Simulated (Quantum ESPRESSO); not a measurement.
# CaSe (Fm-3m) in Quantum ESPRESSO: settings compared

Aim: see how the results for CaSe move with the level of theory and the settings. Levels: LDA, PBEsol, r2SCAN. Tasks: band structure.

All numbers are computed with Quantum ESPRESSO 7.5; they aren't measurements. Logs are shortened: lines on timing, memory, paths and dates and some standing lists are left out, and cuts for length are marked.

**Experimental background.**

From a printed reference work, monograph, original work of 1988, for a bulk crystal of CaSe at 2 K: band gap 3.85 eV (indirect).

The results are compared with them further down.

## Step 1: The crystal as given

It takes space group Fm-3m (No. 225, cubic). The conventional cell has a = 5.912 Å, b = 5.912 Å, c = 5.912 Å, α = 90.00°, β = 90.00°, γ = 90.00°. Around Se (site symmetry m-3m) lie 6 Ca at 2.96 Å. Ca (site symmetry m-3m) has 6 Se at 2.96 Å as nearest neighbours.

## Step 2: Band structure, LDA

pw.in reads:

```
&CONTROL
  calculation = 'scf'
  prefix = 'pwscf'
  outdir = './tmp'
  pseudo_dir = './pseudo'
  tprnfor = .true.
  tstress = .true.
  disk_io = 'low'
/
&SYSTEM
  ibrav = 0
  nat = 2
  ntyp = 2
  ecutwfc = 45
  ecutrho = 360
  nbnd = 14
  occupations = 'smearing'
  smearing = 'fd'
  degauss = 0.00367493
/
&ELECTRONS
  conv_thr = 4d-10
  electron_maxstep = 120
  mixing_beta = 0.5
/
ATOMIC_SPECIES
Se    78.9710 se_lda_v1.uspp.F.UPF
Ca    40.0780 ca_lda_v1.uspp.F.UPF
CELL_PARAMETERS angstrom
   0.0000000000    2.9560000000    2.9560000000
   2.9560000000    0.0000000000    2.9560000000
   2.9560000000    2.9560000000    0.0000000000
ATOMIC_POSITIONS crystal
Se     0.5000000000    0.5000000000    0.5000000000
Ca     0.0000000000    0.0000000000    0.0000000000
K_POINTS automatic
8 8 8 0 0 0
```

bands.in reads:

```
&CONTROL
  calculation = 'bands'
  prefix = 'pwscf'
  outdir = './tmp'
  pseudo_dir = './pseudo'
  disk_io = 'low'
  verbosity = 'high'
/
&SYSTEM
  ibrav = 0
  nat = 2
  ntyp = 2
  ecutwfc = 45
  ecutrho = 360
  nbnd = 14
  occupations = 'smearing'
  smearing = 'fd'
  degauss = 0.00367493
/
&ELECTRONS
  conv_thr = 1d-08
  electron_maxstep = 120
  mixing_beta = 0.5
  diago_full_acc = .true.
  startingwfc = 'random'
/
ATOMIC_SPECIES
Se    78.9710 se_lda_v1.uspp.F.UPF
Ca    40.0780 ca_lda_v1.uspp.F.UPF
CELL_PARAMETERS angstrom
   0.0000000000    2.9560000000    2.9560000000
   2.9560000000    0.0000000000    2.9560000000
   2.9560000000    2.9560000000    0.0000000000
ATOMIC_POSITIONS crystal
Se     0.5000000000    0.5000000000    0.5000000000
Ca     0.0000000000    0.0000000000    0.0000000000
K_POINTS crystal
60
 0.0000000000  0.0000000000  0.0000000000 1
 0.0625000000  0.0000000000  0.0625000000 1
 0.1250000000  0.0000000000  0.1250000000 1
 0.1875000000  0.0000000000  0.1875000000 1
 0.2500000000  0.0000000000  0.2500000000 1
 0.3125000000  0.0000000000  0.3125000000 1
 0.3750000000  0.0000000000  0.3750000000 1
 0.4375000000  0.0000000000  0.4375000000 1
 0.5000000000  0.0000000000  0.5000000000 1
 0.5000000000  0.0625000000  0.5625000000 1
 0.5000000000  0.1250000000  0.6250000000 1
 0.5000000000  0.1875000000  0.6875000000 1
 0.5000000000  0.2500000000  0.7500000000 1
 0.4375000000  0.3125000000  0.7500000000 1
 0.3750000000  0.3750000000  0.7500000000 1
 0.3375000000  0.3375000000  0.6750000000 1
 0.3000000000  0.3000000000  0.6000000000 1
 0.2625000000  0.2625000000  0.5250000000 1
 0.2250000000  0.2250000000  0.4500000000 1
 0.1875000000  0.1875000000  0.3750000000 1
 0.1500000000  0.1500000000  0.3000000000 1
 0.1125000000  0.1125000000  0.2250000000 1
 0.0750000000  0.0750000000  0.1500000000 1
 0.0375000000  0.0375000000  0.0750000000 1
 0.0000000000  0.0000000000  0.0000000000 1
 0.0625000000  0.0625000000  0.0625000000 1
 0.1250000000  0.1250000000  0.1250000000 1
 0.1875000000  0.1875000000  0.1875000000 1
 0.2500000000  0.2500000000  0.2500000000 1
 0.3125000000  0.3125000000  0.3125000000 1
 0.3750000000  0.3750000000  0.3750000000 1
 0.4375000000  0.4375000000  0.4375000000 1
 0.5000000000  0.5000000000  0.5000000000 1
 0.5250000000  0.4500000000  0.5250000000 1
 0.5500000000  0.4000000000  0.5500000000 1
 0.5750000000  0.3500000000  0.5750000000 1
 0.6000000000  0.3000000000  0.6000000000 1
 0.6250000000  0.2500000000  0.6250000000 1
 0.5833333333  0.2500000000  0.6666666667 1
 0.5416666667  0.2500000000  0.7083333333 1
 0.5000000000  0.2500000000  0.7500000000 1
 0.5000000000  0.2857142857  0.7142857143 1
 0.5000000000  0.3214285714  0.6785714286 1
 0.5000000000  0.3571428571  0.6428571429 1
 0.5000000000  0.3928571429  0.6071428571 1
 0.5000000000  0.4285714286  0.5714285714 1
 0.5000000000  0.4642857143  0.5357142857 1
 0.5000000000  0.5000000000  0.5000000000 1
 0.4821428571  0.4821428571  0.5357142857 1
 0.4642857143  0.4642857143  0.5714285714 1
 0.4464285714  0.4464285714  0.6071428571 1
 0.4285714286  0.4285714286  0.6428571429 1
 0.4107142857  0.4107142857  0.6785714286 1
 0.3928571429  0.3928571429  0.7142857143 1
 0.3750000000  0.3750000000  0.7500000000 1
 0.6250000000  0.2500000000  0.6250000000 1
 0.5937500000  0.1875000000  0.5937500000 1
 0.5625000000  0.1250000000  0.5625000000 1
 0.5312500000  0.0625000000  0.5312500000 1
 0.5000000000  0.0000000000  0.5000000000 1
```

Potentials or basis: GBRV 1.5 LDA.

The run is started by

```sh
OMP_NUM_THREADS=1 mpirun -n 2 pw.x -nk 2 -in pw.in > pw.out
OMP_NUM_THREADS=1 mpirun -n 2 pw.x -nk 2 -in bands.in > bands.out
```

pw.out:

```text
This program is part of the open-source Quantum ESPRESSO suite
     for quantum simulation of materials; please cite
[... 13 lines left out ...]
     --------------------
     sticks:   dense  smooth     PW     G-vecs:    dense   smooth      PW
     Sum        1531     769    241                39957    14211    2421

     Using Slab Decomposition

     bravais-lattice index     =            0
     lattice parameter (alat)  =       7.8998  a.u.
     unit-cell volume          =     348.6100 (a.u.)^3
     number of atoms/cell      =            2
     number of atomic types    =            2
     number of electrons       =        16.00
     number of Kohn-Sham states=           14
     kinetic-energy cutoff     =      45.0000  Ry
     charge density cutoff     =     360.0000  Ry
     scf convergence threshold =      4.0E-10
     mixing beta               =       0.5000
     number of iterations used =            8  plain     mixing
     Exchange-correlation= SLA  PZ   NOGX NOGC
                           (   1   1   0   0   0   0   0)

     celldm(1)=   7.899840  celldm(2)=   0.000000  celldm(3)=   0.000000
     celldm(4)=   0.000000  celldm(5)=   0.000000  celldm(6)=   0.000000

     crystal axes: (cart. coord. in units of alat)
               a(1) = (   0.000000   0.707107   0.707107 )
               a(2) = (   0.707107   0.000000   0.707107 )
               a(3) = (   0.707107   0.707107   0.000000 )

     reciprocal axes: (cart. coord. in units 2 pi/alat)
               b(1) = ( -0.707107  0.707107  0.707107 )
               b(2) = (  0.707107 -0.707107  0.707107 )
               b(3) = (  0.707107  0.707107 -0.707107 )

     PseudoPot. # 1 for Se read from file:
     se_lda_v1.uspp.F.UPF
     Pseudo is Ultrasoft + core correction, Zval =  6.0
     Generated by new atomic code, or converted to UPF format
     Using radial grid of  877 points,  6 beta functions with:
                l(1) =   0
                l(2) =   0
                l(3) =   1
                l(4) =   1
                l(5) =   2
                l(6) =   2
     Q(r) pseudized with  8 coefficients,  rinner =    1.300   1.300   1.300
                                                       1.300   1.300

     PseudoPot. # 2 for Ca read from file:
     ca_lda_v1.uspp.F.UPF
     Pseudo is Ultrasoft + core correction, Zval = 10.0
     Generated by new atomic code, or converted to UPF format
     Using radial grid of  845 points,  6 beta functions with:
                l(1) =   0
                l(2) =   0
                l(3) =   1
                l(4) =   1
                l(5) =   2
                l(6) =   2
     Q(r) pseudized with  8 coefficients,  rinner =    1.500   1.500   1.500
                                                       1.500   1.500

     atomic species   valence    mass     pseudopotential
     Se                6.00    78.97100     Se( 1.00)
     Ca               10.00    40.07800     Ca( 1.00)

     48 Sym. Ops., with inversion, found

   Cartesian axes

     site n.     atom                  positions (alat units)
         1        Se     tau(   1) = (   0.7071068   0.7071068   0.7071068  )
         2        Ca     tau(   2) = (   0.0000000   0.0000000   0.0000000  )

     number of k points=    29  Fermi-Dirac smearing, width (Ry)=  0.0037
                       cart. coord. in units 2pi/alat
        k(    1) = (   0.0000000   0.0000000   0.0000000), wk =   0.0039062
        k(    2) = (   0.0883883   0.0883883  -0.0883883), wk =   0.0312500
        k(    3) = (   0.1767767   0.1767767  -0.1767767), wk =   0.0312500
        k(    4) = (   0.2651650   0.2651650  -0.2651650), wk =   0.0312500
        k(    5) = (  -0.3535534  -0.3535534   0.3535534), wk =   0.0156250
        k(    6) = (   0.1767767   0.0000000   0.0000000), wk =   0.0234375
[... 21 lines left out ...]
        k(   28) = (  -0.7071068   0.1767767  -0.0000000), wk =   0.0468750
        k(   29) = (  -0.7071068   0.3535534   0.0000000), wk =   0.0234375

     Dense  grid:    39957 G-vectors     FFT dimensions: (  48,  48,  48)

     Smooth grid:    14211 G-vectors     FFT dimensions: (  36,  36,  36)

     Initial potential from superposition of free atoms

     starting charge      15.9952, renormalised to      16.0000
     Starting wfcs are   14 randomized atomic wfcs

     Self-consistent Calculation

     iteration #  1     ecut=    45.00 Ry     beta= 0.50
     Davidson diagonalization with overlap
     ethr =  1.00E-02,  avg # of iterations =  3.1

     Threshold (ethr) on eigenvalues was too large:
     Diagonalizing with lowered threshold

     Davidson diagonalization with overlap
     ethr =  2.86E-04,  avg # of iterations =  2.9

     total energy              =    -118.39619270 Ry
     estimated scf accuracy    <       0.04320118 Ry

     iteration #  2     ecut=    45.00 Ry     beta= 0.50
     Davidson diagonalization with overlap
     ethr =  2.70E-04,  avg # of iterations =  2.0
[... 36 lines left out ...]
     total energy              =    -118.40419562 Ry
     estimated scf accuracy    <          3.4E-09 Ry

     iteration #  8     ecut=    45.00 Ry     beta= 0.50
     Davidson diagonalization with overlap
     ethr =  2.14E-11,  avg # of iterations =  2.8

     End of self-consistent calculation

          k = 0.0000 0.0000 0.0000 (  1807 PWs)   bands (ev):

   -33.5886 -14.8221 -14.8221 -14.8221  -6.1040   5.7685   5.7685   5.7685
     8.8602   9.3211   9.3211   9.3211   9.9313   9.9313

          k = 0.0884 0.0884-0.0884 (  1790 PWs)   bands (ev):

   -33.5875 -14.8405 -14.8234 -14.8234  -6.0103   4.9674   5.5202   5.5202
     9.1947   9.5351   9.5351   9.9040  10.3443  10.3443

          k = 0.1768 0.1768-0.1768 (  1799 PWs)   bands (ev):
[... 6 lines left out ...]
   -33.5823 -14.9270 -14.8293 -14.8293  -5.5153   2.7685   4.6775   4.6775
     9.7098  10.7320  10.7320  11.6079  12.4566  12.4566

          k =-0.3536-0.3536 0.3536 (  1772 PWs)   bands (ev):

   -33.5813 -14.9444 -14.8305 -14.8305  -5.4014   2.4208   4.5429   4.5429
    10.1355  11.0980  11.1262  11.1262  13.2114  13.2114

          k = 0.1768 0.0000 0.0000 (  1796 PWs)   bands (ev):

   -33.5872 -14.8391 -14.8272 -14.8272  -5.9851   4.7400   5.5294   5.5294
     8.9832   9.4552   9.8762   9.8762  10.0330  11.1288

          k = 0.2652 0.0884-0.0884 (  1792 PWs)   bands (ev):

   -33.5851 -14.8705 -14.8321 -14.8295  -5.8110   3.8985   5.0928   5.2022
     8.9514   9.9382  10.2447  10.6340  10.6896  12.3574

          k = 0.3536 0.1768-0.1768 (  1774 PWs)   bands (ev):
[... 11 lines left out ...]
   -33.5813 -14.9293 -14.8425 -14.8305  -5.4505   2.7059   4.4310   4.5739
    10.0243  10.7679  11.0569  11.4957  11.9736  13.1799

          k =-0.0884-0.2652 0.2652 (  1783 PWs)   bands (ev):

   -33.5834 -14.8986 -14.8405 -14.8257  -5.6447   3.3154   4.7607   4.8003
     9.6501  10.1213  10.7427  10.7772  11.9493  12.4312

          k = 0.0000-0.1768 0.1768 (  1797 PWs)   bands (ev):

   -33.5860 -14.8616 -14.8327 -14.8227  -5.8745   4.2121   5.1828   5.2456
     9.5392   9.6494   9.7668  10.1345  11.2521  11.2633

          k = 0.3536 0.0000 0.0000 (  1812 PWs)   bands (ev):

   -33.5837 -14.8741 -14.8396 -14.8396  -5.7402   3.6063   5.1439   5.1439
     8.3340  10.0557  10.2935  10.9556  10.9556  13.6428

          k = 0.4419 0.0884-0.0884 (  1772 PWs)   bands (ev):

   -33.5816 -14.8966 -14.8467 -14.8445  -5.5989   3.2617   4.7038   4.9145
     8.4148  10.6795  10.6810  11.3833  11.3897  13.0905

          k =-0.1768-0.5303 0.5303 (  1776 PWs)   bands (ev):

   -33.5801 -14.9129 -14.8586 -14.8439  -5.4662   3.0716   4.1364   4.6757
     9.0202  11.2756  11.3311  11.5743  11.5926  12.4380

          k =-0.0884-0.4419 0.4419 (  1774 PWs)   bands (ev):

   -33.5799 -14.9136 -14.8684 -14.8382  -5.4230   3.0150   3.9393   4.5565
     9.9480  10.7498  11.0055  11.4104  12.5069  12.5462

          k = 0.0000-0.3536 0.3536 (  1780 PWs)   bands (ev):

   -33.5813 -14.9071 -14.8615 -14.8306  -5.4985   3.0690   4.2375   4.6058
    10.3945  10.4863  10.6320  11.0315  11.9911  13.1681

          k = 0.5303-0.0000 0.0000 (  1760 PWs)   bands (ev):

   -33.5803 -14.9011 -14.8521 -14.8521  -5.5714   3.2145   4.8994   4.8994
     7.8225  10.5793  10.6160  11.5830  11.5830  12.2133

          k =-0.0884-0.6187 0.6187 (  1766 PWs)   bands (ev):

   -33.5792 -14.9056 -14.8631 -14.8534  -5.5102   3.2514   4.4475   4.7787
     8.0893  10.9183  11.0900  11.5522  11.5859  11.7358

          k = 0.0000-0.5303 0.5303 (  1780 PWs)   bands (ev):

   -33.5791 -14.8949 -14.8858 -14.8476  -5.4488   3.4816   3.6774   4.6367
     8.8937  11.3127  11.3414  11.3536  11.6186  12.1937

          k =-0.7071 0.0000 0.0000 (  1772 PWs)   bands (ev):

   -33.5789 -14.9100 -14.8573 -14.8573  -5.5280   3.2189   4.8240   4.8240
     7.6368  10.6073  10.7066  11.6700  11.6700  11.6747

          k = 0.3536 0.1768 0.0000 (  1779 PWs)   bands (ev):

   -33.5830 -14.8906 -14.8460 -14.8316  -5.6533   3.3997   4.7880   4.8434
     9.0398  10.2943  10.7943  10.8146  11.4757  13.2424

          k =-0.2652-0.4419 0.6187 (  1776 PWs)   bands (ev):

   -33.5809 -14.9121 -14.8552 -14.8367  -5.4888   3.0251   4.3050   4.5974
     9.5098  10.8357  11.1293  11.2989  11.7769  13.4182

          k =-0.1768-0.3536 0.5303 (  1776 PWs)   bands (ev):
[... 6 lines left out ...]
   -33.5801 -14.9031 -14.8594 -14.8496  -5.5130   3.2139   4.4862   4.5749
     8.6046  10.7059  11.3272  11.5455  11.5540  12.3091

          k =-0.0884-0.4419 0.6187 (  1777 PWs)   bands (ev):

   -33.5792 -14.9005 -14.8741 -14.8523  -5.4445   3.3517   3.9116   4.4263
     9.2874  10.7598  11.1503  11.5309  11.6227  12.9574

          k = 0.0000-0.3536 0.5303 (  1773 PWs)   bands (ev):

   -33.5796 -14.9012 -14.8771 -14.8453  -5.4339   3.2488   3.8757   4.4320
    10.1399  10.1841  11.0007  11.4489  11.9355  13.4864

          k =-0.7071 0.1768-0.0000 (  1774 PWs)   bands (ev):

   -33.5789 -14.9023 -14.8650 -14.8609  -5.4823   3.3519   4.3880   4.4076
     8.4478  10.7540  11.3055  11.4835  11.6728  11.9020

          k =-0.7071 0.3536 0.0000 (  1768 PWs)   bands (ev):

   -33.5788 -14.8836 -14.8836 -14.8645  -5.4357   3.7565   3.7565   4.0556
    10.0294  10.0294  10.8710  11.3850  11.6756  14.2608

     the Fermi energy is     6.6987 ev

!    total energy              =    -118.40419562 Ry
     estimated scf accuracy    <          4.7E-11 Ry
     smearing contrib. (-TS)   =      -0.00000000 Ry
     internal energy E=F+TS    =    -118.40419562 Ry

     The total energy is F=E-TS. E is the sum of the following terms:
     one-electron contribution =     -29.13028968 Ry
     hartree contribution      =      19.37900536 Ry
     xc contribution           =     -41.13544979 Ry
     ewald contribution        =     -67.51746150 Ry

     convergence has been achieved in   8 iterations

     Forces acting on atoms (cartesian axes, Ry/au):

     atom    1 type  1   force =    -0.00000000   -0.00000000    0.00000000
     atom    2 type  2   force =    -0.00000000    0.00000000   -0.00000000

     Total force =     0.000000     Total SCF correction =     0.000000

     Computing stress (Cartesian axis) and pressure

          total   stress  (Ry/bohr**3)                   (kbar)     P=      -31.26
  -0.00021248   0.00000000  -0.00000000          -31.26        0.00       -0.00
   0.00000000  -0.00021248  -0.00000000            0.00      -31.26       -0.00
  -0.00000000  -0.00000000  -0.00021248           -0.00       -0.00      -31.26

=------------------------------------------------------------------------------=
   JOB DONE.
=------------------------------------------------------------------------------=
```

It took 27 s on 2 MPI ranks of Intel Xeon Platinum 8488C (Sapphire Rapids), shared host; peak memory 0.26 GiB.

What came out:

```yaml
Free_energy: -1610.9712 eV
Pressure: -3.1 GPa
Band_gap_on_the_k_mesh: 1.87 eV, indirect (least direct gap 2.81 eV)
Band_gap_along_the_path: 1.87 eV, indirect (least direct gap 2.81 eV)
```

Levels at the corners of the path, in eV from the valence-band top:
```
point  band 4  band 5  band 6  band 7  band 8  band 9  band 10  band 11  band 12  band 13
    Γ  -20.59  -11.87    0.00    0.00    0.00    3.09     3.55     3.55     3.55     4.16
    X  -20.63  -11.30   -2.55   -0.94   -0.94    1.87     4.84     4.94     5.90     5.90
    W  -20.63  -11.20   -2.01   -2.01   -1.71    4.26     4.26     5.10     5.62     5.91
    K  -20.62  -11.22   -2.29   -2.09   -1.13    3.13     5.54     5.57     5.59     5.85
    Γ  -20.59  -11.87    0.00    0.00    0.00    3.09     3.55     3.55     3.55     4.16
    L  -20.60  -11.17   -3.35   -1.23   -1.23    4.37     5.33     5.36     5.36     7.44
    U  -20.62  -11.22   -2.29   -2.09   -1.13    3.13     5.54     5.57     5.59     5.85
    W  -20.63  -11.20   -2.01   -2.01   -1.71    4.26     4.26     5.10     5.62     5.91
    L  -20.60  -11.17   -3.35   -1.23   -1.23    4.37     5.33     5.36     5.36     7.44
    K  -20.62  -11.22   -2.29   -2.09   -1.13    3.13     5.54     5.57     5.59     5.85
    U  -20.62  -11.22   -2.29   -2.09   -1.13    3.13     5.54     5.57     5.59     5.85
    X  -20.63  -11.30   -2.55   -0.94   -0.94    1.87     4.84     4.94     5.90     5.90
```

[end of part 1 of 2]
